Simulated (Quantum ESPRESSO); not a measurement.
Cu: single point with PBEsol

The system is Cu.

```
CELL_PARAMETERS angstrom
0.00000 1.80750 1.80750
1.80750 0.00000 1.80750
1.80750 1.80750 0.00000
ATOMIC_POSITIONS crystal
Cu 0.00000 0.00000 0.00000
```

* Program: Quantum ESPRESSO 7.5
* Task: single point
* Functional: PBEsol
* Potentials or basis: GBRV 1.5 PBEsol
* Cutoff: 762 eV
* Density cutoff: 6095 eV
* k mesh: 13 × 13 × 13
* Occupations: fermi-dirac, width 0.05 eV
* Spin: no spin polarisation

```json
{
  "Pressure": "-6.6 GPa",
  "Band gap on the k mesh": "none (metal or under the smearing width)"
}
```

Levels at points of the mesh, in eV from the Fermi level:
```tsv
k point	band 7	band 8	band 9	band 10	band 11	band 12	band 13	band 14
(0.00, 0.00, 0.00)	-3.17	-3.17	-2.33	-2.33	22.39	24.99	24.99	24.99
```

Wall time 8.8 s on 2 MPI ranks on Intel(R) Xeon(R) 6975P-C (Granite Rapids) (shared host), peak memory 0.14 GiB a rank.
